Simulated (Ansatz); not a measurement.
Runs of Ansatz 0.2.0 on Ti. Symmetry: P6_3/mmc, No. 194, hexagonal system. The conventional cell has a = 2.950 Å, b = 2.950 Å, c = 4.680 Å, α = 90.00°, β = 90.00°, γ = 120.00°. Ti (site symmetry -6m2) has 12 Ti at 2.89 to 2.95 Å as nearest neighbours. 

```tsv
task	level	cell	smearing	points for each segment of the path	gap on the mesh (eV)	pressure (GPa)	relaxed volume (Å³/atom)
band structure	revPBE	as given	fermi-dirac 0.05 eV	14	none	(a)	-
band structure	PBE	as given	fermi-dirac 0.05 eV	14	none	(b)	-
band structure	LDA	as given	fermi-dirac 0.05 eV	14	none	(c)	-
relaxation of cell and atoms	PBE	relaxed	fermi-dirac 0.05 eV	-	-	0.0	17.40
band structure	PBEsol	as given	fermi-dirac 0.05 eV	14	none	-5.7	-
relaxation of cell and atoms	LDA	relaxed	fermi-dirac 0.05 eV	-	-	0.0	16.10
single point	PBE	as given	gaussian 0.011 eV	-	none	-1.4	-
relaxation of cell and atoms	RPBE	relaxed	fermi-dirac 0.05 eV	-	none	0.0	17.91
```

Alike in all rows: potentials or basis Ansatz PAW; no spin polarisation; k mesh 10 × 10 × 6; cutoff (eV) 420.

Problem. Fill in the values left out.

Solution. (a) 0.8; (b) -1.5; (c) -9.8.

Caveats: the PAW data sets come from PBE, with cores solved anew for the run's functional, which leaves a small shift of forces and pressure (some runs); the plane-wave basis is chosen anew once the cell has moved, so the energies of steps on either side of that aren't comparable (some runs).

A gap of «none» marks a metal or a gap under the smearing width.
